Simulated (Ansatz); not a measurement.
# Cr in Ansatz: the effect of functional

Cr:

```
Cr
1.0
     2.69578    0.00000    0.00000
    -1.34789    2.33462    0.00000
     0.00000    0.00000    4.38040
Cr
2
Direct
  0.66667 0.33333 0.75000
  0.33333 0.66667 0.25000
```

This isn't the form of Cr at room conditions, which is bcc.

The cell isn't the ideal one: volume scaled by 0.98.

Alike in all runs:

* Program: Ansatz 0.2.0
* Task: single point
* Potentials or basis: Ansatz PAW
* k mesh: 11 × 11 × 6
* Occupations: fermi-dirac, width 0.05 eV
* Spin: collinear spin, ferromagnetic start
* Starting moments: [3.0, 3.0] μB

```tsv
functional	cutoff	pressure (GPa)	moment (μB)
LDA	420 eV (not typed: the program's choice for these potentials)	?	?
PBEsol	420 eV (not typed: the program's choice for these potentials)	-30.4	1.48
r2SCAN	500 eV (not typed: the program's choice for these potentials)	3.9	0.00
```

Problem. What does the run with functional LDA give?

Solution. Pressure -37.0 GPa; moment 0.62 μB.

Caveats: the PAW data sets come from PBE, with cores solved anew for the run's functional, which leaves a small shift of forces and pressure; the magnetic or orbital state may not be the lowest (some runs); the starting moments weren't kept (some runs).

Runs at the PBE level aren't shown here.
